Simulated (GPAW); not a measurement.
# ZrC (P6_3/mmc) in GPAW: further runs

The runs below take ZrC through relaxation of cell and atoms, single point, with PBEsol+D4, LDA.

Program: GPAW 26.7.0. These are calculated values, not measurements. Logs are shortened: lines on timing, memory, paths and dates and some standing lists are left out, and cuts for length are marked. The log counts tension as positive stress, the text compression.

### Step 1. The crystal as given

It takes space group P6_3/mmc (No. 194, hexagonal). Conventional cell: a = 3.391 Å, b = 3.391 Å, c = 5.290 Å, α = 90.00°, β = 90.00°, γ = 120.00°. Zr (site symmetry -6m2) has 6 C at 2.36 Å as nearest neighbours. C (site symmetry -3m) has 6 Zr at 2.36 Å and 2 C at 2.65 Å as nearest neighbours.

The cell comes from a database or a generator and needn't be the stable form of this composition.

### Step 2. Relaxation of cell and atoms, PBEsol+D4

The input, run.py:

```python
from ase import Atoms
from ase.calculators.mixing import SumCalculator
from ase.filters import FrechetCellFilter
from ase.io import write
from ase.optimize import BFGS
from dftd4.ase import DFTD4
from gpaw import GPAW, PW, setup_paths

setup_paths.insert(0, '.')

atoms = Atoms(['Zr', 'Zr', 'C', 'C'],
              cell=[[3.3914762718, 0.0, 0.0],
                    [-1.6957381359, 2.9371046077, 0.0],
                    [0.0, 0.0, 5.290053]],
              scaled_positions=[[0.6666666667, 0.3333333333, 0.75],
                                [0.3333333333, 0.6666666667, 0.25],
                                [0.0, 0.0, 0.5],
                                [0.0, 0.0, 0.0]],
              pbc=True)

calc = GPAW(mode=PW(800),
            xc='PBEsol',
            kpts={'size': (6, 6, 4), 'gamma': True},
            occupations={'name': 'fermi-dirac', 'width': 0.05},
            nbands=31,
            convergence={'density': 1e-05, 'forces': 0.0001},
            maxiter=150,
            txt='gpaw.txt')
atoms.calc = SumCalculator([calc, DFTD4(method='pbesol')])
opt = BFGS(FrechetCellFilter(atoms), trajectory='relax.traj', logfile='-')
done = opt.run(fmax=0.02, steps=60)
calc.write('gs.gpw')
write('result.traj', atoms)
print('Converged:', done)
print('Cell:', atoms.cell.cellpar().round(4))
print('Volume:', round(atoms.get_volume(), 4))
print(atoms.get_scaled_positions().round(5))
```

Potentials or basis: PAW data sets generated in the run's folder for this functional, pw.

On the command line:

```sh
$ gpaw-setup -f PBEsol C Zr
$ OMP_NUM_THREADS=1 python run.py
```

gpaw.txt:

```text
__  _  _
 | _ |_)|_||  |
 |__||  | ||/\| - 26.7.0

Input parameters:
  mode=PW(ecut=800.0),
  convergence={'density': 1e-05, 'forces': 0.0001},
  kpts=MonkhorstPack(size=(6, 6, 4), gamma=True),
  maxiter=150,
  nbands=31,
  occupations=Occupations(name='fermi-dirac', width=0.05),
  xc=XC(name='PBEsol')

Diagonalizing LCAO Hamiltonian
Converting LCAO to pw mode

            Zr

       C Zr

       C

Atoms  # Å, Bohr magnetons
|   | symbol |         x |        y |        z |    initial magnetic moments |
|---|--------|-----------|----------|----------|-----------------------------|
| 0 |     Zr |  1.695738 | 0.979035 | 3.967540 | ( 0.0000,  0.0000,  0.0000) |
| 1 |     Zr | -0.000000 | 1.958070 | 1.322513 | ( 0.0000,  0.0000,  0.0000) |
| 2 |      C |  0.000000 | 0.000000 | 2.645027 | ( 0.0000,  0.0000,  0.0000) |
| 3 |      C |  0.000000 | 0.000000 | 0.000000 | ( 0.0000,  0.0000,  0.0000) |

Unit cell  # Å
| periodic |         x |        y |        z |  lengths |     angles |
|----------|-----------|----------|----------|----------|------------|
|      yes |  3.391476 | 0.000000 | 0.000000 | 3.391476 |  90.000000 |
|      yes | -1.695738 | 2.937105 | 0.000000 | 3.391476 |  90.000000 |
|      yes |  0.000000 | 0.000000 | 5.290053 | 5.290053 | 120.000000 |

Number of symmetries: 12
Symmetry operations  # r_c * U_cc + t_c -> r_c
|    | kind |            matrix            |
|----|------|------------------------------|
|  0 |  σ   |  1, 1, 0,  0,-1, 0,  0, 0, 1 |
|  1 |  S6  |  1, 1, 0, -1, 0, 0,  0, 0,-1 |
|  2 |  E   |  1, 0, 0,  0, 1, 0,  0, 0, 1 |
|  3 |  C2  |  1, 0, 0, -1,-1, 0,  0, 0,-1 |
|  4 |  C2  |  0, 1, 0,  1, 0, 0,  0, 0,-1 |
|  5 |  C3  |  0, 1, 0, -1,-1, 0,  0, 0, 1 |
|  6 |  S6  |  0,-1, 0,  1, 1, 0,  0, 0,-1 |
|  7 |  σ   |  0,-1, 0, -1, 0, 0,  0, 0, 1 |
|  8 |  σ   | -1, 0, 0,  1, 1, 0,  0, 0, 1 |
|  9 |  i   | -1, 0, 0,  0,-1, 0,  0, 0,-1 |
| 10 |  C3  | -1,-1, 0,  1, 0, 0,  0, 0, 1 |
| 11 |  C2  | -1,-1, 0,  0, 1, 0,  0, 0,-1 |

BZ-sampling:
  Number of BZ points: 144
  Number of IBZ points: 24

  Monkhorst-Pack size: [6, 6, 4]
  Monkhorst-Pack shift: [0.08333333333333333, 0.08333333333333333, 0.125]

K-points  # in reciprocal-cell coordinates
|     |                                coordinates |     weight |
|-----|--------------------------------------------|------------|
|   0 | (  0.00000000,   0.00000000,   0.00000000) | 0.00694444 |
|   1 | (  0.00000000,   0.00000000,   0.25000000) | 0.01388889 |
|   2 | (  0.00000000,   0.00000000,   0.50000000) | 0.00694444 |
|   3 | (  0.16666667,   0.00000000,  -0.25000000) | 0.04166667 |
|   4 | (  0.16666667,   0.00000000,   0.00000000) | 0.04166667 |
|   5 | (  0.16666667,   0.00000000,   0.25000000) | 0.04166667 |
|   6 | (  0.16666667,   0.00000000,   0.50000000) | 0.04166667 |
|   7 | (  0.33333333,  -0.16666667,   0.00000000) | 0.04166667 |
|   8 | (  0.33333333,  -0.16666667,   0.25000000) | 0.08333333 |
|   9 | (  0.33333333,  -0.16666667,   0.50000000) | 0.04166667 |
| ... |                                            |            |
[... 179 lines left out ...]
Forces  # eV/Ang
|        x |        y |        z |
|----------|----------|----------|
| -0.00000 |  0.00000 |  0.00000 |  # Zr   0
|  0.00000 | -0.00000 | -0.00000 |  # Zr   1
|  0.00000 |  0.00000 |  0.00000 |  # C    2
|  0.00000 |  0.00000 |  0.00000 |  # C    3

Diagonalizing LCAO Hamiltonian
Converting LCAO to pw mode

            Zr

       C Zr

       C

Atoms  # Å, Bohr magnetons
|   | symbol |         x |        y |        z |    initial magnetic moments |
|---|--------|-----------|----------|----------|-----------------------------|
| 0 |     Zr |  1.690022 | 0.975734 | 3.957711 | ( 0.0000,  0.0000,  0.0000) |
| 1 |     Zr | -0.000000 | 1.951469 | 1.319237 | ( 0.0000,  0.0000,  0.0000) |
| 2 |      C |  0.000000 | 0.000000 | 2.638474 | ( 0.0000,  0.0000,  0.0000) |
| 3 |      C |  0.000000 | 0.000000 | 0.000000 | ( 0.0000,  0.0000,  0.0000) |
[... 203 lines left out ...]
|         21 |        13.827 |     0.000 |
|         22 |        14.963 |     0.000 |
|        ... |               |           |
|         30 |        24.301 |     0.000 |

No gap
No difference between direct/indirect transitions

Stress tensor  # eV/Ang^3
|        x |         y |         z |
|----------|-----------|-----------|
| 0.048131 |  0.000000 |  0.000000 |
| 0.000000 |  0.048131 | -0.000000 |
| 0.000000 | -0.000000 |  0.031154 |

Forces  # eV/Ang
|        x |        y |        z |
|----------|----------|----------|
| -0.00000 |  0.00000 | -0.00000 |  # Zr   0
|  0.00000 | -0.00000 |  0.00000 |  # Zr   1
|  0.00000 |  0.00000 |  0.00000 |  # C    2
|  0.00000 | -0.00000 |  0.00000 |  # C    3

Interpolating wave functions to new cell

            Zr

       C Zr

       C

Atoms  # Å, Bohr magnetons
|   | symbol |         x |         y |        z |    initial magnetic moments |
|---|--------|-----------|-----------|----------|-----------------------------|
| 0 |     Zr |  1.664077 |  0.960755 | 3.914854 | ( 0.0000,  0.0000,  0.0000) |
| 1 |     Zr |  0.000000 |  1.921511 | 1.304952 | ( 0.0000,  0.0000,  0.0000) |
| 2 |      C | -0.000000 |  0.000000 | 2.609903 | ( 0.0000,  0.0000,  0.0000) |
| 3 |      C | -0.000000 | -0.000000 | 0.000000 | ( 0.0000,  0.0000,  0.0000) |

Unit cell  # Å
| periodic |         x |         y |         z |  lengths |     angles |
|----------|-----------|-----------|-----------|----------|------------|
|      yes |  3.328154 | -0.000000 | -0.000000 | 3.328154 |  90.000000 |
|      yes | -1.664077 |  2.882266 |  0.000000 | 3.328154 |  90.000000 |
|      yes | -0.000000 |  0.000000 |  5.219805 | 5.219805 | 120.000002 |
[... 222 lines left out ...]
       C Zr

       C

Atoms  # Å, Bohr magnetons
|   | symbol |         x |         y |        z |    initial magnetic moments |
|---|--------|-----------|-----------|----------|-----------------------------|
| 0 |     Zr |  1.665114 |  0.961354 | 3.918406 | ( 0.0000,  0.0000,  0.0000) |
| 1 |     Zr |  0.000000 |  1.922708 | 1.306135 | ( 0.0000,  0.0000,  0.0000) |
| 2 |      C | -0.000000 |  0.000000 | 2.612271 | ( 0.0000,  0.0000,  0.0000) |
| 3 |      C |  0.000000 | -0.000000 | 0.000000 | ( 0.0000,  0.0000,  0.0000) |

Unit cell  # Å
| periodic |         x |         y |         z |  lengths |     angles |
|----------|-----------|-----------|-----------|----------|------------|
|      yes |  3.330229 | -0.000000 | -0.000000 | 3.330229 |  90.000000 |
|      yes | -1.665114 |  2.884063 |  0.000000 | 3.330229 |  90.000000 |
|      yes | -0.000000 |  0.000000 |  5.224541 | 5.224541 | 120.000002 |
[... 143 lines left out ...]
SCF iterations
|iter     | |      energy | eigst |  dens |force |
|---------|-|-------------|-------|-------|------|
|iter:   1| |  -38.336404 | -2.95 |       |      |
|iter:   2| |  -38.336370 | -4.79 | -2.99 |      |
|iter:   3| |  -38.336177c| -4.92 | -3.03 |      |
|iter:   4| |  -38.336184c| -6.30 | -3.87 |      |
|iter:   5| |  -38.336181c| -7.20 | -4.28 |      |
|iter:   6| |  -38.336185c| -7.84c| -4.35 |      |
|iter:   7| |  -38.336185c| -8.91c| -5.32c|      |
|iter:   8| |  -38.336185c| -9.28c| -5.70c|-3.53 |
|iter:   9| |  -38.336185c| -9.58c| -5.79c|-3.73 |
|iter:  10| |  -38.336185c|-10.68c| -6.85c|-5.49c|

Converged in 10 steps
Energy contributions relative to reference atoms: (reference = -197721.625692)

Energy contributions:
  Kinetic:          29.551864
  Coulomb:         -31.769084
  Zero:              0.747486
  External:          0.000000
  Xc:              -36.861833
  Entropy:          -0.009235
  Spinorbit:         0.000000
  ----------------------------
  Free energy:     -38.340803
  Extrapolated:    -38.336185
[... 211 lines left out ...]
SCF iterations
|iter     | |      energy | eigst |  dens |force |
|---------|-|-------------|-------|-------|------|
|iter:   1| |  -38.337249 | -3.19 |       |      |
|iter:   2| |  -38.337243 | -4.97 | -3.26 |      |
|iter:   3| |  -38.337196c| -5.50 | -3.30 |      |
|iter:   4| |  -38.337199c| -7.00 | -4.08 |      |
|iter:   5| |  -38.337197c| -7.72c| -4.42 |      |
|iter:   6| |  -38.337199c| -8.37c| -4.59 |      |
|iter:   7| |  -38.337199c| -8.90c| -5.42c|      |
|iter:   8| |  -38.337199c| -9.27c| -5.58c|-3.51 |
|iter:   9| |  -38.337199c| -9.86c| -6.01c|-4.20c|

Converged in 9 steps
Energy contributions relative to reference atoms: (reference = -197721.625692)

Energy contributions:
  Kinetic:          29.287458
  Coulomb:         -31.560835
  Zero:              0.747203
  External:          0.000000
  Xc:              -36.806450
  Entropy:          -0.009151
  Spinorbit:         0.000000
  ----------------------------
  Free energy:     -38.341775
  Extrapolated:    -38.337199
[... 449 lines left out ...]
SCF iterations
|iter     | |      energy | eigst |  dens |force |
|---------|-|-------------|-------|-------|------|
|iter:   1| |  -38.338964 | -2.46 |       |      |
|iter:   2| |  -38.338977 | -4.80 | -3.07 |      |
|iter:   3| |  -38.338942c| -5.22 | -3.10 |      |
|iter:   4| |  -38.338927c| -6.26 | -3.74 |      |
|iter:   5| |  -38.338935c| -6.82 | -3.99 |      |
|iter:   6| |  -38.338933c| -7.90c| -4.27 |      |
|iter:   7| |  -38.338933c| -8.26c| -5.03c|      |
|iter:   8| |  -38.338933c| -8.52c| -5.28c|-3.33 |
|iter:   9| |  -38.338933c| -9.35c| -6.08c|-4.98c|

Converged in 9 steps
Energy contributions relative to reference atoms: (reference = -197721.625692)

Energy contributions:
  Kinetic:          29.030938
  Coulomb:         -31.357234
  Zero:              0.746556
  External:          0.000000
  Xc:              -36.754776
  Entropy:          -0.008833
  Spinorbit:         0.000000
  ----------------------------
  Free energy:     -38.343349
  Extrapolated:    -38.338933
[... 275 lines left out ...]
Forces  # eV/Ang
|        x |        y |        z |
|----------|----------|----------|
| -0.00000 |  0.00000 | -0.00002 |  # Zr   0
|  0.00000 | -0.00000 |  0.00002 |  # Zr   1
| -0.00000 | -0.00000 |  0.00000 |  # C    2
|  0.00000 |  0.00000 |  0.00000 |  # C    3

# Writing to gs.gpw (mode='')
```

Wall time 4.3 min (1 thread of Intel Xeon 6975P-C (Granite Rapids), shared host); peak memory 0.41 GiB.

What came out:

```yaml
Free_energy: -38.9348 eV
Relaxed_volume: 12.56 Å³/atom
Relaxed_cell: a = 3.322 Å, b = 3.322 Å, c = 5.254 Å, α = 90.00°, β = 90.00°, γ = 120.00°
Space_group_after_relaxing_to_0.05_Å: P6_3/mmc (No. 194)
Energy_gained_by_relaxing: 21.7 meV/atom
Ionic_steps: 8
Pressure_after_relaxing: -0.1 GPa
Band_gap_on_the_k_mesh: none (metal or under the smearing width)
Dispersion_energy_per_atom: -0.148 eV
```

Step by step:
```csv
step,energy change (eV),largest force (eV/Å),pressure (GPa),volume (Å³)
1,0.0000,0.0000,-10.48,52.69
2,-0.0290,0.0000,-8.65,52.21
3,-0.0844,0.0000,0.62,50.07
4,-0.0850,0.0000,0.10,50.18
5,-0.0854,0.0000,-0.13,50.23
6,-0.0863,0.0000,-0.47,50.30
7,-0.0866,0.0000,-0.35,50.28
8,-0.0866,0.0000,-0.09,50.23
```

Final structure:
```
Zr C
1.0
     3.32244    0.00000    0.00000
    -1.66122    2.87732    0.00000
     0.00000    0.00000    5.25388
Zr C
2 2
Cartesian
  1.6612 0.9591 3.9404
  0.0000 1.9182 1.3135
  0.0000 0.0000 2.6269
  0.0000 0.0000 0.0000
```

Caveat: later steps reuse the first step's grids; pairwise dispersion overbinds metals, which lowers pressure and volume.

### Step 3. Single point, LDA

The input, run.py:

```python
from ase import Atoms
from ase.dft.bandgap import bandgap
from ase.io import write
from ase.units import GPa
from gpaw import GPAW, PW

atoms = Atoms(['Zr', 'Zr', 'C', 'C'],
              cell=[[3.3914762718, 0.0, 0.0],
                    [-1.6957381359, 2.9371046077, 0.0],
                    [0.0, 0.0, 5.290053]],
              scaled_positions=[[0.6666666667, 0.3333333333, 0.75],
                                [0.3333333333, 0.6666666667, 0.25],
                                [0.0, 0.0, 0.5],
                                [0.0, 0.0, 0.0]],
              pbc=True)

calc = GPAW(mode=PW(600),
            xc='LDA',
            kpts={'size': (7, 7, 4), 'gamma': True},
            occupations={'name': 'fermi-dirac', 'width': 0.05},
            nbands=31,
            maxiter=120,
            txt='gpaw.txt')
atoms.calc = calc
energy = atoms.get_potential_energy()
forces = atoms.get_forces()
stress = atoms.get_stress()
calc.write('gs.gpw')
write('result.traj', atoms)
print(f'Energy: {energy:.6f} eV')
print('Forces (eV/A):')
print(forces.round(4))
print('Stress (GPa):', (stress / GPa).round(3))
print('Fermi level:', round(calc.get_fermi_level(), 4), 'eV')
print(f'Gap: {bandgap(calc)[0]:.4f} eV, direct: {bandgap(calc, direct=True)[0]:.4f} eV')
```

Potentials or basis: the program's PAW data sets (release 1.2.1) made for this functional, pw.

On the command line:

```sh
$ OMP_NUM_THREADS=1 python run.py
```

gpaw.txt:

```text
__  _  _
 | _ |_)|_||  |
 |__||  | ||/\| - 26.7.0

Input parameters:
  mode=PW(ecut=600.0),
  kpts=MonkhorstPack(size=(7, 7, 4), gamma=True),
  maxiter=120,
  nbands=31,
  occupations=Occupations(name='fermi-dirac', width=0.05),
  xc=XC(name='LDA')

Diagonalizing LCAO Hamiltonian
Converting LCAO to pw mode

            Zr

       C Zr

       C

Atoms  # Å, Bohr magnetons
|   | symbol |         x |        y |        z |    initial magnetic moments |
|---|--------|-----------|----------|----------|-----------------------------|
| 0 |     Zr |  1.695738 | 0.979035 | 3.967540 | ( 0.0000,  0.0000,  0.0000) |
| 1 |     Zr | -0.000000 | 1.958070 | 1.322513 | ( 0.0000,  0.0000,  0.0000) |
| 2 |      C |  0.000000 | 0.000000 | 2.645027 | ( 0.0000,  0.0000,  0.0000) |
| 3 |      C |  0.000000 | 0.000000 | 0.000000 | ( 0.0000,  0.0000,  0.0000) |

Unit cell  # Å
| periodic |         x |        y |        z |  lengths |     angles |
|----------|-----------|----------|----------|----------|------------|
|      yes |  3.391476 | 0.000000 | 0.000000 | 3.391476 |  90.000000 |
|      yes | -1.695738 | 2.937105 | 0.000000 | 3.391476 |  90.000000 |
|      yes |  0.000000 | 0.000000 | 5.290053 | 5.290053 | 120.000000 |

Number of symmetries: 12
Symmetry operations  # r_c * U_cc + t_c -> r_c
|    | kind |            matrix            |
|----|------|------------------------------|
|  0 |  σ   |  1, 1, 0,  0,-1, 0,  0, 0, 1 |
|  1 |  S6  |  1, 1, 0, -1, 0, 0,  0, 0,-1 |
|  2 |  E   |  1, 0, 0,  0, 1, 0,  0, 0, 1 |
|  3 |  C2  |  1, 0, 0, -1,-1, 0,  0, 0,-1 |
|  4 |  C2  |  0, 1, 0,  1, 0, 0,  0, 0,-1 |
|  5 |  C3  |  0, 1, 0, -1,-1, 0,  0, 0, 1 |
|  6 |  S6  |  0,-1, 0,  1, 1, 0,  0, 0,-1 |
|  7 |  σ   |  0,-1, 0, -1, 0, 0,  0, 0, 1 |
|  8 |  σ   | -1, 0, 0,  1, 1, 0,  0, 0, 1 |
|  9 |  i   | -1, 0, 0,  0,-1, 0,  0, 0,-1 |
| 10 |  C3  | -1,-1, 0,  1, 0, 0,  0, 0, 1 |
| 11 |  C2  | -1,-1, 0,  0, 1, 0,  0, 0,-1 |

BZ-sampling:
  Number of BZ points: 196
  Number of IBZ points: 28

  Monkhorst-Pack size: [7, 7, 4]
  Monkhorst-Pack shift: [0.0, 0.0, 0.125]

K-points  # in reciprocal-cell coordinates
|     |                                coordinates |     weight |
|-----|--------------------------------------------|------------|
|   0 | (  0.00000000,   0.00000000,   0.00000000) | 0.00510204 |
|   1 | (  0.00000000,   0.00000000,   0.25000000) | 0.01020408 |
|   2 | (  0.00000000,   0.00000000,   0.50000000) | 0.00510204 |
|   3 | (  0.14285714,   0.00000000,  -0.25000000) | 0.03061224 |
[... 60 lines left out ...]
    Z:       6.0
    valence: 4
    core:    2
    charge:  0.0  # [|e|]
    compensation charges:
      type: gauss
      rc: 0.20  # [Å]
      lmax: 2
    cutoffs:
      filter: 1.14  # [Å]
      core: 1.14  # [Å]
    projectors
    | kind |    occ | energy [eV] | rcut [Å] |
    |------|--------|-------------|----------|
    |   2s |  2.000 |     -13.639 |    0.635 |
    |   2p |  2.000 |      -5.414 |    0.635 |
    |    s |        |      13.573 |    0.635 |
    |    p |        |      21.797 |    0.635 |
    |    d |        |       0.000 |    0.635 |

    Using partial waves for C as LCAO basis

Reference energy: -197610.730467  # eV

eigensolver:
  PPCG
  Converge bands: occupied
  niter=2

density mixing:
  MSR1-Mixer
  Pratt-step length: 0.05
  Maximum mixing coefficient: 0.75
  Old densities: 10
  SVD Regularization: 0.005
  Good broyden scale: 1.0
  Trust region scale: 1.0
  Backstep threshold: 4.0
  History deletion threshold: 6.0
  Fourier metric: weight=20.0, sigma=0.015

occupation numbers:
  Fermi-Dirac:
    width: 0.0500  # eV

poisson solver:
  ecut: 4800.0  # eV

xc functional:
  name: None

convergence criteria:
- Maximum [total energy] change in last 3 cyles: 0.0005 eV / valence electron
- Maximum integral of absolute [dens]ity change: 0.0001 electrons / valence electron
- Maximum integral of absolute [eigenst]ate change: 4e-08 eV^2 / valence electron
maximum number of iterations: 120

SCF iterations
|iter     | |      energy | eigst |  dens |
|---------|-|-------------|-------|-------|
|iter:   1| |  -43.148315 | +0.12 |       |
|iter:   2| |  -41.951025 | -1.38 | -0.82 |
|iter:   3| |  -39.750343 | -1.01 | -0.90 |
|iter:   4| |  -39.741146 | -2.90 | -1.60 |
|iter:   5| |  -39.741622c| -3.23 | -1.81 |
|iter:   6| |  -39.741644c| -4.61 | -2.83 |
|iter:   7| |  -39.741657c| -5.80 | -3.41 |
|iter:   8| |  -39.741656c| -6.85 | -3.91 |
|iter:   9| |  -39.741656c| -7.68c| -4.11c|

Converged in 9 steps
Energy contributions relative to reference atoms: (reference = -197610.730467)

Energy contributions:
  Kinetic:          16.435375
  Coulomb:         -21.204902
  Zero:              0.725239
  External:          0.000000
  Xc:              -35.695596
  Entropy:          -0.003544
  Spinorbit:         0.000000
  ----------------------------
  Free energy:     -39.743428
  Extrapolated:    -39.741656

dipole moment: (-6.743622, -11.680296, -10.518757)  # |e|*Ang

Fermi level: 10.289
Eigenvalues  # (at kpt = [0.000, 0.000, 0.000])
| band index |      eig [eV] | occ [0-2] |
|------------|---------------|-----------|
|          0 |       -37.905 |     2.000 |
|        ... |               |           |
|          7 |       -15.620 |     2.000 |
|          8 |        -1.344 |     2.000 |
|          9 |         2.383 |     2.000 |
|         10 |         4.442 |     2.000 |
|         11 |         7.514 |     2.000 |
|         12 |         7.514 |     2.000 |
[... 8 lines left out ...]
|         21 |        13.519 |     0.000 |
|         22 |        14.704 |     0.000 |
|        ... |               |           |
|         30 |        23.956 |     0.000 |

No gap
No difference between direct/indirect transitions

Forces  # eV/Ang
|        x |        y |        z |
|----------|----------|----------|
| -0.00000 | -0.00000 | -0.00003 |  # Zr   0
|  0.00000 |  0.00000 |  0.00003 |  # Zr   1
|  0.00000 |  0.00000 |  0.00000 |  # C    2
| -0.00000 | -0.00000 |  0.00000 |  # C    3

Stress tensor  # eV/Ang^3
|        x |        y |        z |
|----------|----------|----------|
| 0.089576 | 0.000000 | 0.000000 |
| 0.000000 | 0.089576 | 0.000000 |
| 0.000000 | 0.000000 | 0.065645 |

# Writing to gs.gpw (mode='')
```

Wall time 27 s (1 thread of Arm Neoverse V1, shared host); peak memory 0.18 GiB.

What came out:

```
Free energy            : -39.7434 eV
Pressure               : -13.1 GPa
Band gap on the k mesh : none (metal or under the smearing width)
```

Levels at points of the mesh, in eV from the Fermi level:
| k point | band 13 | band 14 | band 15 | band 16 | band 17 | band 18 | band 19 | band 20 |
| --- | --- | --- | --- | --- | --- | --- | --- | --- |
| (0.00, 0.00, 0.00) | -2.77 | -1.06 | -1.06 | 0.94 | 1.24 | 1.24 | 1.64 | 1.64 |
| (0.00, 0.00, 0.50) | -2.39 | -2.39 | -2.39 | -2.39 | 3.38 | 3.38 | 3.38 | 3.38 |

Caveat: the cutoff is short for stress and forces, so pressures can be off by a GPa or more.
